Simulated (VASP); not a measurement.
# P (Cmce) in VASP: settings compared

Aim: see how the results for P move with the level of theory and the settings. Levels: RPBE+D3, PBE. Tasks: band structure, G0W0 quasiparticle levels.

Everything below comes from runs of VASP 6.6.1. Logs are shortened: lines on timing, memory, paths and dates and some standing lists are left out, and cuts for length are marked.

### 1 The structure

It takes space group Cmce (No. 64, orthorhombic). Conventional cell: a = 3.295 Å, b = 10.930 Å, c = 4.544 Å, α = 90.00°, β = 90.00°, γ = 90.00°. P (site symmetry m) has 3 P at 2.20 to 2.25 Å as nearest neighbours.

### 2 Band structure, RPBE+D3

POSCAR reads:

```
P
1.0
    1.6477431241     -5.4650377251      0.0000000000
    1.6477431241      5.4650377251      0.0000000000
    0.0000000000      0.0000000000      4.5436355900
P
4
Direct
    0.9041431300      0.0958568700      0.5888151700
    0.0958568700      0.9041431300      0.4111848300
    0.5958568700      0.4041431300      0.0888151700
    0.4041431300      0.5958568700      0.9111848300
```

INCAR.step1 reads:

```
PREC = Medium
ENCUT = 500
EDIFF = 1E-6
ISMEAR = 0
SIGMA = 0.1
LREAL = F
LASPH = T
NELM = 80
ALGO = Normal
ISIF = 2
LWAVE = F
LCHARG = T
GGA = RP
IVDW = 11
NBANDS = 18
```

KPOINTS.step1 reads:

```
regular mesh
0
Gamma
  8 8 6
```

INCAR.step2 reads:

```
PREC = Medium
ENCUT = 500
EDIFF = 1E-6
ISMEAR = 0
SIGMA = 0.05
LREAL = F
LASPH = T
NELM = 80
ALGO = Normal
ISIF = 2
LWAVE = F
LCHARG = F
GGA = RP
IVDW = 11
NBANDS = 18
ICHARG = 11
```

KPOINTS.step2 reads:

```
path GXSRAZGYX1A1TY,ZT
10
line-mode
reciprocal
 0.0000000000  0.0000000000  0.0000000000  G
 0.2727265073  0.2727265073  0.0000000000  X

 0.2727265073  0.2727265073  0.0000000000  X
 0.0000000000  0.5000000000  0.0000000000  S

 0.0000000000  0.5000000000  0.0000000000  S
 0.0000000000  0.5000000000  0.5000000000  R

 0.0000000000  0.5000000000  0.5000000000  R
 0.2727265073  0.2727265073  0.5000000000  A

 0.2727265073  0.2727265073  0.5000000000  A
 0.0000000000  0.0000000000  0.5000000000  Z

 0.0000000000  0.0000000000  0.5000000000  Z
 0.0000000000  0.0000000000  0.0000000000  G

 0.0000000000  0.0000000000  0.0000000000  G
-0.5000000000  0.5000000000  0.0000000000  Y

-0.5000000000  0.5000000000  0.0000000000  Y
-0.2727265073  0.7272734927  0.0000000000  X1

-0.2727265073  0.7272734927  0.0000000000  X1
-0.2727265073  0.7272734927  0.5000000000  A1

-0.2727265073  0.7272734927  0.5000000000  A1
-0.5000000000  0.5000000000  0.5000000000  T

-0.5000000000  0.5000000000  0.5000000000  T
-0.5000000000  0.5000000000  0.0000000000  Y

 0.0000000000  0.0000000000  0.5000000000  Z
-0.5000000000  0.5000000000  0.5000000000  T
```

Potentials or basis: VASP PAW PBE potentials, release 64 (P).

On the command line:

```console
> cat potpaw_PBE.64/P/POTCAR > POTCAR
> cp INCAR.step1 INCAR
> cp KPOINTS.step1 KPOINTS
> mpirun -np 1 vasp_std > vasp.out
> cp INCAR.step2 INCAR
> cp KPOINTS.step2 KPOINTS
> mpirun -np 1 vasp_std > vasp.out
```

OUTCAR:

```text
PREC = Medium
   ENCUT = 500
   EDIFF = 1E-6
   ISMEAR = 0
   LREAL = F
   LASPH = T
   NELM = 80
   ISIF = 2
   GGA = RP
   IVDW = 11
   ICHARG = 11
 IVDW          = 11

 ion  position               nearest neighbor table
   1  0.904  0.096  0.589-   4 2.20   4 2.20   2 2.25
   2  0.096  0.904  0.411-   3 2.20   3 2.20   1 2.25
   3  0.596  0.404  0.089-   2 2.20   2 2.20   4 2.25
   4  0.404  0.596  0.911-   1 2.20   1 2.20   3 2.25

  LATTYP: Found a base centered orthorhombic cell.
 ALAT       =     3.2954862482
 B/A-ratio  =     3.3166806435
 C/A-ratio  =     1.3787451222

  Lattice vectors:

 A1 = (   1.6477431241,  -5.4650377251,   0.0000000000)
 A2 = (   1.6477431241,   5.4650377251,   0.0000000000)
 A3 = (   0.0000000000,   0.0000000000,   4.5436355900)

Analysis of symmetry for initial positions (statically):
=====================================================================
 Subroutine PRICEL returns:
 Original cell was already a primitive cell.

 Routine SETGRP: Setting up the symmetry group for a
 base centered orthorhombic supercell.

 Subroutine GETGRP returns: Found  8 space group operations
 (whereof  4 operations were pure point group operations)
 out of a pool of  8 trial point group operations.

The static configuration has the point symmetry C_2h.
 The point group associated with its full space group is D_2h.

Analysis of symmetry for dynamics (positions and initial velocities):
=====================================================================
 Subroutine PRICEL returns:
 Original cell was already a primitive cell.

 Routine SETGRP: Setting up the symmetry group for a
 base centered orthorhombic supercell.

 Subroutine GETGRP returns: Found  8 space group operations
 (whereof  4 operations were pure point group operations)
 out of a pool of  8 trial point group operations.

The dynamic configuration has the point symmetry C_2h.
 The point group associated with its full space group is D_2h.

 Subroutine INISYM returns: Found  8 space group operations
 (whereof  4 operations are pure point group operations),
 and found     1 'primitive' translations

----------------------------------------------------------------------------------------

                                     Primitive cell

  volume of cell :      81.8307

  direct lattice vectors                    reciprocal lattice vectors
     1.647743124 -5.465037725  0.000000000     0.303445357 -0.091490677  0.000000000
[... 87 lines left out ...]
   LREAL  =      F    real-space projection
   EDIFFG = 0.1E-04   stopping-criterion for IOM
   NSW    =      0    number of steps for IOM
   IBRION =     -1    ionic relax: 0-MD 1-quasi-New 2-CG
   NFREE  =      0    steps in history (QN), initial steepest desc. (CG)
   ISIF   =      2    stress and relaxation
   ISYM   =      2    0-nonsym 1-usesym 2-fastsym
   POTIM  = 0.5000    time-step for ionic-motion
   TEBEG  =    0.0;   TEEND  =   0.0 temperature during run
   PSTRESS=    0.0 pullay stress
   NELECT =      20.0000    total number of electrons
   NUPDOWN=      -1.0000    fix difference up-down
   EMIN   =  10.00;   EMAX   =-10.00  energy-range for DOS
   EFERMI =   0.00;   METHOD = LEGACY
   ISMEAR =     0;   SIGMA  =   0.05  broadening in eV -4-tet -1-fermi 0-gaus
   EFERMI_NEDOS =   21; number of points for ismear=-14 and -15
   IALGO  =     38    algorithm
   IMIX   =      4    mixing-type and parameters
     AMIX     =   0.40;   BMIX     =  1.00
     AMIX_MAG =   1.60;   BMIX_MAG =  1.00
  volume/ion in A,a.u.               =      20.46       138.06
  Fermi-wavevector in a.u.,A,eV,Ry     =   1.023559  1.934246 14.254450  1.047673
  Thomas-Fermi vector in A             =   2.157299
   LORBIT       =      0    0 simple, 1 ext, 2 COOP (PROOUT), +10 PAW based schemes
   GGA     = RP    functional components
   LHFCALC =     F    Hartree Fock is set to
   AEXX    =    0.0000 exact exchange contribution
   IVDW    =    11    specifies the selected vdW correction
   LEPSILON=     F    determine dielectric tensor
   LRPA    =     F    only Hartree local field effects (RPA)
 non-spin polarized calculation
 Gauss-broadening in eV      SIGMA  =   0.05
  energy-cutoff  :      500.00
  volume of cell :       81.83
 maximum number of plane-waves:      2101

 number of electron      19.9999663 magnetization

 Free energy of the ion-electron system (eV)
  ---------------------------------------------------
  ext. energy  EPLUGINS =         0.00000000
  ---------------------------------------------------
  free energy    TOTEN  =       -19.24940254 eV

  energy without entropy =      -19.24934600  energy(sigma->0) =      -19.24937427

 E-fermi :   6.0361     XC(G=0):  -9.2905

 val. band max:        5.9454431867   @ k =  -0.5000   0.5000   0.0000
 cond. band min:       6.1262598169   @ k =  -0.5000   0.5000   0.0000
 fundamental gap:      0.1808166302
 Fermi energy:         6.0360565139

 k-point     1 :       0.0000    0.0000    0.0000
  band No.  band energies     occupation
      1      -9.8499      2.00000
      2      -7.1101      2.00000
      3      -3.8356      2.00000
      4      -0.8028      2.00000
      5       0.9946      2.00000
      6       1.0725      2.00000
[... 481 lines left out ...]
      5       0.2078      2.00000
      6       0.2078      2.00000
[... 10 lines left out ...]
     17      12.3161      0.00000
     18      12.3161      0.00000

 [... further k-points ...]

------------------------ aborting loop because EDIFF is reached ----------------------------------------

 Edisp (eV)   -1.29319

 E8    (eV) :    -0.2354

  FORCE on cell =-STRESS in cart. coord.  units (eV):
  Direction    XX          YY          ZZ          XY          YZ          ZX
  --------------------------------------------------------------------------------------
  -------------------------------------------------------------------------------------
  Total       5.49997     0.11407     0.90969     0.00000     0.00000     0.00000
  in kB     107.68489     2.23334    17.81094     0.00000     0.00000     0.00000
  external pressure =       42.58 kB  Pullay stress =        0.00 kB

 VOLUME and BASIS-vectors are now :
 -----------------------------------------------------------------------------
  energy-cutoff  :      500.00
  volume of cell :       81.83
      direct lattice vectors                 reciprocal lattice vectors
     1.647743124 -5.465037725  0.000000000     0.303445357 -0.091490677  0.000000000
     1.647743124  5.465037725  0.000000000     0.303445357  0.091490677  0.000000000
     0.000000000  0.000000000  4.543635590     0.000000000  0.000000000  0.220088073

 POSITION                                       TOTAL-FORCE (eV/Angst)
 -----------------------------------------------------------------------------------
      1.64774     -4.41731      2.67536         0.000000     -0.180158     -0.321064
      1.64774      4.41731      1.86827         0.000000      0.180158      0.321064
      1.64774     -1.04772      0.40354         0.000000      0.180158     -0.321064
      1.64774      1.04772      4.14009         0.000000     -0.180158      0.321064
 -----------------------------------------------------------------------------------
    total drift:                               -0.000000      0.000000     -0.000000

  FREE ENERGIE OF THE ION-ELECTRON SYSTEM (eV)
  ---------------------------------------------------
  free  energy   TOTEN  =       -20.5425917614 eV

  energy  without entropy=      -20.5425352291  energy(sigma->0) =      -20.54256350
```

It took 3.1 min on 1 thread of AMD EPYC 7R13 (Zen 3), shared host; peak memory 0.18 GiB.

These settings aren't checked as converged: the numbers below hold their error.

What came out:

- Band gap on the k mesh: 0.18 eV, direct
- Band gap along the path: 0.18 eV, direct
- Dispersion energy per atom: -0.323 eV

Caveat: the log is that of the step along the path at fixed density, whose energy, stress, charges and moments have no meaning; the PAW data sets were made with another functional, which shifts forces and pressure a little.

### 3 G0W0 quasiparticle levels, PBE

POSCAR is that of step 2.

INCAR.step1 reads:

```
SYSTEM = P
  PREC = Accurate
  ENCUT = 500
  EDIFF = 1E-8
  ISMEAR = 0
  SIGMA = 0.01
  LREAL = .FALSE.
  LASPH = .TRUE.
  NELM = 100
  ALGO = Normal
  LWAVE = .TRUE.
  LCHARG = .FALSE.
  GGA = PE
  KPAR = 4
```

INCAR.step2 reads:

```
SYSTEM = P
  PREC = Accurate
  ENCUT = 500
  EDIFF = 1E-8
  ISMEAR = 0
  SIGMA = 0.01
  LREAL = .FALSE.
  LASPH = .TRUE.
  NELM = 1
  ALGO = Exact
  LWAVE = .TRUE.
  LCHARG = .FALSE.
  GGA = PE
  NBANDS = 351
  LOPTICS = .TRUE.
  ISTART = 1
  KPAR = 4
```

INCAR.step3 reads:

```
SYSTEM = P
  PREC = Accurate
  ENCUT = 500
  EDIFF = 1E-8
  ISMEAR = 0
  SIGMA = 0.01
  LREAL = .FALSE.
  LASPH = .TRUE.
  ALGO = EVGW0
  LWAVE = .FALSE.
  LCHARG = .FALSE.
  GGA = PE
  NELMGW = 1
  NBANDS = 351
  ENCUTGW = 150
  NOMEGA = 50
  PRECFOCK = Fast
  ISTART = 1
  NBANDSGW = 18
  KPAR = 4
```

KPOINTS reads:

```
regular mesh
0
G
  4 4 2
  0 0 0
```

Potentials or basis: VASP PAW PBE potentials, release 64 (P_GW).

On the command line:

```console
> cat potpaw_PBE.64/P_GW/POTCAR > POTCAR
> cp INCAR.step1 INCAR
> mpirun -np 4 vasp_std > vasp.out
> cp INCAR.step2 INCAR
> mpirun -np 4 vasp_std > vasp.out
> cp INCAR.step3 INCAR
> mpirun -np 4 vasp_std > vasp.out
```

OUTCAR:

```text
SYSTEM = P
   PREC = Accurate
   ENCUT = 500
   EDIFF = 1E-8
   ISMEAR = 0
   LREAL = .FALSE.
   LASPH = .TRUE.
   GGA = PE
   NELMGW = 1
   ENCUTGW = 150
   PRECFOCK = Fast
   ISTART = 1

 ion  position               nearest neighbor table
   1  0.904  0.096  0.589-   4 2.20   4 2.20   2 2.25
   2  0.096  0.904  0.411-   3 2.20   3 2.20   1 2.25
   3  0.596  0.404  0.089-   2 2.20   2 2.20   4 2.25
   4  0.404  0.596  0.911-   1 2.20   1 2.20   3 2.25

  LATTYP: Found a base centered orthorhombic cell.
 ALAT       =     3.2954862482
 B/A-ratio  =     3.3166806435
 C/A-ratio  =     1.3787451222

  Lattice vectors:

 A1 = (   1.6477431241,  -5.4650377251,   0.0000000000)
 A2 = (   1.6477431241,   5.4650377251,   0.0000000000)
 A3 = (   0.0000000000,   0.0000000000,   4.5436355900)

Analysis of symmetry for initial positions (statically):
=====================================================================
 Subroutine PRICEL returns:
 Original cell was already a primitive cell.

 Routine SETGRP: Setting up the symmetry group for a
 base centered orthorhombic supercell.

 Subroutine GETGRP returns: Found  8 space group operations
 (whereof  4 operations were pure point group operations)
 out of a pool of  8 trial point group operations.

The static configuration has the point symmetry C_2h.
 The point group associated with its full space group is D_2h.

Analysis of symmetry for dynamics (positions and initial velocities):
=====================================================================
 Subroutine PRICEL returns:
 Original cell was already a primitive cell.

 Routine SETGRP: Setting up the symmetry group for a
 base centered orthorhombic supercell.

 Subroutine GETGRP returns: Found  8 space group operations
[... 91 lines left out ...]
   ISPIN  =      1    spin polarized calculation?
   LNONCOLLINEAR =      F non collinear calculations
   LSORBIT =      F    spin-orbit coupling
   LASPH  =      T    aspherical Exc in radial PAW
   ENCUT  =  500.0 eV  36.75 Ry    6.06 a.u.  10.41 10.41  8.28*2*pi/ulx,y,z
   NELM   =     60;   NELMIN=  2; NELMDL=  0     # of ELM steps
   EDIFF  = 0.1E-07   stopping-criterion for ELM
   LREAL  =      F    real-space projection
   EDIFFG = 0.1E-06   stopping-criterion for IOM
   NSW    =      0    number of steps for IOM
   IBRION =     -1    ionic relax: 0-MD 1-quasi-New 2-CG
   NFREE  =      0    steps in history (QN), initial steepest desc. (CG)
   ISIF   =      0    stress and relaxation
   ISYM   =      3    0-nonsym 1-usesym 2-fastsym
   POTIM  = 0.5000    time-step for ionic-motion
   TEBEG  =    0.0;   TEEND  =   0.0 temperature during run
   PSTRESS=    0.0 pullay stress
   NELECT =      20.0000    total number of electrons
   NUPDOWN=      -1.0000    fix difference up-down
   EMIN   =  10.00;   EMAX   =-10.00  energy-range for DOS
   EFERMI =   0.00;   METHOD = LEGACY
   ISMEAR =     0;   SIGMA  =   0.01  broadening in eV -4-tet -1-fermi 0-gaus
   EFERMI_NEDOS =   21; number of points for ismear=-14 and -15
   IALGO  =     38    algorithm
   IMIX   =      4    mixing-type and parameters
     AMIX     =   0.40;   BMIX     =  1.00
     AMIX_MAG =   1.60;   BMIX_MAG =  1.00
  volume/ion in A,a.u.               =      20.46       138.06
  Fermi-wavevector in a.u.,A,eV,Ry     =   1.023559  1.934246 14.254450  1.047673
  Thomas-Fermi vector in A             =   2.157299
   LORBIT       =      0    0 simple, 1 ext, 2 COOP (PROOUT), +10 PAW based schemes
   GGA     = PE    functional components
   LHFCALC =     T    Hartree Fock is set to
   PRECFOCK=fast      Normal, Fast or Accurate (Low or Medium for compatibility)
   ENCUT4O =  -1.0   cutoff for four orbital integrals eV
   NKREDX  =     1    reduce k-point grid by
   NKREDY  =     1    reduce k-point grid by
   NKREDZ  =     1    reduce k-point grid by
   AEXX    =    1.0000 exact exchange contribution
   HFSCREEN=    0.0000 screening length (either q_TF or 0.3 A-1)
   HFSCREENC=   0.0000 screening length for correlation (either q_TF or 0.3 A-1)
   ENCUTFOCK=  -1.0 apply spherical cutoff to Coloumb kernel
   IVDW    =     0    specifies the selected vdW correction
   LEPSILON=     F    determine dielectric tensor
   LRPA    =     F    only Hartree local field effects (RPA)
   LRPAFORCE           =     F    calculate RPA forces
   ENCUTGW             = 150.0    cutoff for response function in eV
   ENCUTGWSOFT         = 120.0    soft cutoff for Coulomb kernel in GW response function in eV
   ENCUTLF             =  -1.0    cutoff for local field effects
   NELMGW              =     1    number of iterations in solving QP/BSE equation
   NELMHF              =     1    number of iterations in the inner HF iteration
   NKREDLFX            =     1    NKREDLFY  =   1   NKREDLFZ  =   1
 non-spin polarized calculation
 Gauss-broadening in eV      SIGMA  =   0.01
  energy-cutoff  :      500.00
  volume of cell :       81.83
 maximum number of plane-waves:      2101
 NGX is ok and might be reduce to    42
  NGX = 24; NGY = 24; NGZ = 18
   NGX = 21   NGY = 21   NGZ = 17
 maximum number of plane-waves:       353

 QP shifts <psi_nk| G(iteration)W_0 |psi_nk>: iteration 1
 for sc-GW calculations column KS-energies equals QP-energies in previous step
 and V_xc(KS)=  KS-energies - (<T + V_ion + V_H > + <T+V_H+V_ion>^1  + <V_x>^1)

 k-point   1 :       0.0000    0.0000    0.0000
  band No.  KS-energies  QP-energies   sigma(KS)   V_xc(KS)     V^pw_x(r,r')   Z            occupation Imag(sigma)

      1     -10.3540     -10.7219     -12.6412     -12.0555     -20.1361       0.6280       2.0000       1.3809
      2      -7.6130      -8.0254     -13.1456     -12.5166     -19.4424       0.6558       2.0000       0.9633
      3      -4.3123      -4.7263     -13.0897     -12.4664     -18.0708       0.6642       2.0000       0.5409
      4      -1.2914      -1.8341     -11.9666     -11.1881     -15.3076       0.6970       2.0000       0.2758
      5       0.5479       0.1290     -12.9562     -12.3446     -16.0588       0.6851       2.0000       0.2032
      6       0.5974       0.0788     -11.4563     -10.7147     -14.2485       0.6994       2.0000       0.1688
[... 283 lines left out ...]
      4      -3.8614      -4.3019     -12.1571     -11.5017     -17.0902       0.6722       2.0000       0.6376
      5       2.1637       1.6815     -13.3945     -12.7219     -15.2359       0.7168       2.0000       0.0327
      6       2.1637       1.6815     -13.3945     -12.7219     -15.2359       0.7168       2.0000       0.0327
[... 10 lines left out ...]
     17      11.1960      11.3162     -10.2547     -10.4115      -4.9394       0.7668       0.0000      -0.1811
     18      11.1960      11.3162     -10.2547     -10.4115      -4.9394       0.7668       0.0000      -0.1811
```

Wall time 3.7 min (4 MPI ranks of Intel Xeon 6975P-C (Granite Rapids), shared host); peak memory 1.5 GiB.

What came out:

* Band gap on the k mesh, mean-field level: 0.09 eV, direct
* Quasiparticle gap: 0.47 eV
* Least direct quasiparticle gap: 0.47 eV

Caveat: the k mesh is coarse (spacing up to 0.69 Å⁻¹), so the values aren't converged; bands, screening cutoff and mesh are small and nothing is extrapolated, so the quasiparticle values aren't converged. A k mesh can miss the band edges.

### 4 For comparison

An earlier run on the cell as given: functional PBE; potentials or basis VASP PAW PBE potentials, release 64 (P); cutoff 520 eV; k mesh 8 × 8 × 6; occupations fermi-dirac, width 0.05 eV; no spin polarisation.

* Pressure: 1.7 GPa
* Largest force: 0.287 eV/Å
* Band gap on the k mesh: 0.11 eV, direct
